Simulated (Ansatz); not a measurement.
The cell below belongs to a search over invented structures; it isn't taken from experiment.

Input and command of a plane-wave DFT calculation in Ansatz:

```yaml
crystal:
  lattice:
    - [2.0455949534, -3.5719483117, 0.0]
    - [2.0455949534, 3.5719483117, 0.0]
    - [0.0, 0.0, 8.9949186445]
  atoms:
    - { symbol: Ge, position: [0.0, 0.5, 0.3324938172] }
    - { symbol: Ge, position: [0.5, 0.0, 0.6675061828] }
    - { symbol: Ge, position: [0.5, 0.0, 0.1675061828] }
    - { symbol: Ge, position: [0.0, 0.5, 0.8324938172] }
    - { symbol: Ge, position: [0.0, 0.0, 0.5] }
    - { symbol: Ge, position: [0.5, 0.5, 0.0] }
basis:
  ecutwfc: 420
kpoints:
  mp_grid: { grid: [10, 10, 4] }
hamiltonian:
  xc: pbe
scf:
  occupations: { method: gaussian, width: 0.1 }
output:
  forces: true
  stress: true
  eigenvalues: true
relax:
  adjacent_minimum: "off"
  f_tol: 0.01
  max_steps: 80
  cell: { stress_tol: 0.05 }
```

```bash
ansatz run input.yaml --threads 1 --pin off --max-ram 2560MiB --backend cpu --events-out ev --progress --plain --runs-dir out
```

Processor: Arm Neoverse V1, 1 thread, on a host shared with other jobs.

Question: How long does it run, and how much memory does it take?

Answer: About 2.4 min, peak memory 0.68 GiB. It solves 51 bands at 93 k points (after reduction by symmetry) with about 2559 plane waves (on the last cell), in 23 SCF iterations over 4 ionic steps.
